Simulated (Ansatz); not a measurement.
**How CaF$_{2}$ answers to pressure**

```
CELL_PARAMETERS angstrom
0.00000 2.73125 2.73125
2.73125 0.00000 2.73125
2.73125 2.73125 0.00000
ATOMIC_POSITIONS crystal
Ca 0.00000 0.00000 0.00000
F 0.25000 0.25000 0.25000
F 0.75000 0.75000 0.75000
```

The geometry is COD entry 5000222, unchecked; take it as a test cell.

Computed with DFT, LDA, all-electron LAPW, scalar-relativistic (Ansatz 0.2.0).

Settings: a Γ-centred 10×10×10 k mesh, Fermi–Dirac smearing of 0.03 eV, basis error target 0.5 meV/atom, no spin polarisation.

The cell is scaled evenly with fractional coordinates held. Semilocal gaps are too small, but their slopes usually carry over better; a slope of a few tenths of an eV per unit of ln V is near zero and can change sign within a few per cent of volume.

```csv
V/V(cell),P (GPa),gap on the k mesh (eV)
0.9600,-3.27,7.153
0.9800,-4.96,7.029
0.9900,-5.74,6.970
1.0000,-6.46,6.911
1.0100,-7.15,6.853
1.0200,-7.79,6.796
1.0400,-8.97,6.686
1.0600,-10.01,6.579
```

**Question.** From the rows at 0.9900 and 1.0100, what is the bulk modulus at the cell's volume?

**Answer.** B = −ΔP/Δln V = −[(-7.15) − (-5.74)]/0.02000 = 70.5 GPa. This is the modulus at -6.46 GPa, not at zero pressure.

**Question.** What are the gap's volume deformation potential and pressure coefficient?

**Answer.** dEg/dln V = (6.853 − 6.970)/0.02000 = -5.85 eV, and dEg/dP = −(dEg/dln V)/B = 83 meV/GPa: pressure widens the gap.

**Question.** Predict the row at V/V(cell) = 0.9400. How far is a linear estimate of P off?

**Answer.** P = -1.37 GPa, gap 7.281 eV. The linear estimate P(cell) − B ln(V/V(cell)) = -2.10 GPa misses by 0.73 GPa, since the modulus grows under compression.
